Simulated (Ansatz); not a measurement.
ZrSe2 in the CdI2-type structure was relaxed with r2SCAN+rVV10, strained in 2 ways (changes of length per length), its atoms relaxed again with r2SCAN+rVV10, and run with HSE06 in the plane-wave code Ansatz. Calculated for a static, non-magnetic cell.

Biaxial -1.14 % in x and y, z held. Input:
```yaml
crystal:
  lattice:
    - [3.7449278391, 0.0, 0.0]
    - [-1.8724639196, 3.243202644, 0.0]
    - [0.0, 0.0, 6.1800627021]
  atoms:
    - { symbol: Zr, position: [0.0, 0.0, 0.0] }
    - { symbol: Se, position: [0.3333333333, 0.6666666667, 0.2567758311] }
    - { symbol: Se, position: [0.6666666667, 0.3333333333, 0.7432241689] }
kpoints:
  mp_grid: { grid: [6, 6, 4] }
  band_path:
    path:
      - [0.0, 0.0, 0.0]
      - [0.5, 0.0, 0.0]
      - [0.3333333333, 0.3333333333, 0.0]
      - [0.0, 0.0, 0.5]
      - [0.5, 0.0, 0.5]
      - [0.3333333333, 0.3333333333, 0.5]
      - [0.05, 0.0, 0.0]
    npoints: 1
hamiltonian:
  xc: hse06
scf:
  occupations: { method: fixed }
  n_extra_bands: 4
output:
  forces: true
  stress: true
  eigenvalues: true
```

Main results, then levels in eV from the Fermi energy at the points of the path (names of the unstrained zone, bands numbered from 0):
```
Crystal: 3 atoms, lattice volume = 75.060 Å³
Basis set: ecut = 420 eV, 1473 PW (Γ)
Symmetry: 12 space group operations
Space group: P-3m1 (ITA 164)
k-points: 24 of 144
Free energy (F): -15131.627496 eV
Fermi energy:    8.762547 eV
--- Forces (eV/Å), atoms counted from 1 ---
  atom   1  Zr      0.00000      0.00000      0.00000
  atom   2  Se      0.00000      0.00000    -0.14192
  atom   3  Se      0.00000      0.00000      0.14192
--- Stress (GPa, compression-positive) ---
        1.858317       0.000000       0.000000
        0.000000       1.858317       0.000000
        0.000000       0.000000       0.826184
  P = ⅓ Tr σ = 1.5143 GPa (15.143 kbar)
```
```tsv
point	band_18	band_19	band_20	band_21	band_22	band_23	band_24
Γ	-2.957	-0.045	0.000	0.000	1.801	1.801	2.200
M	-3.072	-2.794	-2.552	-1.528	1.057	3.573	4.028
K	-4.078	-2.685	-2.685	-2.104	2.660	3.518	3.518
A	-2.895	-2.482	-0.208	-0.208	1.769	1.769	2.727
L	-3.016	-2.974	-1.177	-1.137	0.826	3.560	4.002
H	-3.805	-2.836	-2.354	-2.354	2.734	2.991	2.991
(0.050,0,0)	-2.943	-0.260	-0.109	-0.044	1.844	1.916	2.243
```

HSE06 gives an indirect gap of 0.83 eV, from Γ to L; the least direct gap is 1.80 eV at Γ. (Strain can split the valleys, and only one was followed off the mesh: the true gap may be a little smaller.) With the atoms held, the mean pressure is +1.5 GPa (compression positive). The stress of a hybrid is loosely converged here.

Uniaxial -5.31 % along z, other directions held. These blocks change:
```yaml
crystal:
  lattice:
    - [3.7881123196, 0.0, 0.0]
    - [-1.8940561598, 3.2806015011, 0.0]
    - [0.0, 0.0, 5.8519013726]
  atoms:
    - { symbol: Zr, position: [0.0, 0.0, 0.0] }
    - { symbol: Se, position: [0.3333333333, 0.6666666667, 0.2650412395] }
    - { symbol: Se, position: [0.6666666667, 0.3333333333, 0.7349587605] }
scf:
  occupations: { method: fermi_dirac, width: 0.02 }
  n_extra_bands: 4
```

```
Crystal: 3 atoms, lattice volume = 72.723 Å³
Basis set: ecut = 420 eV, 1435 PW (Γ)
Symmetry: 12 space group operations
Space group: P-3m1 (ITA 164)
k-points: 24 of 144
Free energy (F): -15131.576984 eV
Fermi energy:    9.920407 eV
--- Forces (eV/Å), atoms counted from 1 ---
  atom   1  Zr      0.00000      0.00000      0.00000
  atom   2  Se      0.00000      0.00000    -0.10990
  atom   3  Se      0.00000      0.00000      0.10990
--- Stress (GPa, compression-positive) ---
        0.971222       0.000000       0.000000
        0.000000       0.971222       0.000000
        0.000000       0.000000       3.603265
  P = ⅓ Tr σ = 1.8486 GPa (18.486 kbar)
```
```tsv
point	band_18	band_19	band_20	band_21	band_22	band_23	band_24
Γ	-3.806	-0.731	-0.731	-0.274	1.107	1.107	1.710
M	-3.685	-3.468	-3.360	-2.439	0.456	2.790	3.167
K	-4.780	-3.319	-3.319	-2.559	1.813	2.858	2.858
A	-3.698	-3.204	-1.075	-1.075	1.048	1.048	2.088
L	-3.834	-3.450	-1.824	-1.561	0.296	2.766	3.155
H	-4.363	-3.659	-2.828	-2.828	1.947	2.335	2.335
(0.050,0,0)	-3.791	-0.984	-0.839	-0.307	1.153	1.218	1.747
```

With HSE06 the valence top lies at Γ and the conduction bottom at L, 0.57 eV higher; the smallest vertical gap, at Γ, is 1.38 eV. (Strain can split the valleys, and only one was followed off the mesh: the true gap may be a little smaller.) With the atoms held, the mean pressure is +1.8 GPa (compression positive). The stress of a hybrid is loosely converged here.

Spin-orbit coupling is left out.

The meshes of the hybrids are coarse, so their gaps aren't converged to the digits shown.
